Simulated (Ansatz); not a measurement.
A crystal relaxed with r2SCAN in Ansatz has space group Fm-3m (No. 225) and a = 5.974 Å.

```
atom  site       x       y       z
  Xx    4a  0.0000  0.0000  0.0000
   S    4b  0.5000  0.0000  0.0000
```

With r2SCAN the gap is 0.69 eV and direct, at L. With HSE06 the gap is 0.88 eV and direct, at L. Meshes: r2SCAN 8×8×8, HSE06 6×6×6. r2SCAN's ε∞ is 14.0 in all directions.

Task: Which element is Xx?
A. Ge
B. Sn
C. C
D. Pb

Result: D. Xx is Pb: PbS built on the rocksalt prototype. Pb is surrounded by 6 S at 2.99 Å; S is surrounded by 6 Pb at 2.99 Å.

The values are computed, spin-unpolarised, and not measurements.

Spin-orbit coupling is left out; in compounds of Pb, Bi, Tl or Hg it can lower a gap by up to about 1 eV, split its edges or invert the bands.

The meshes of the hybrids are coarse, so their gaps aren't converged to the digits shown.
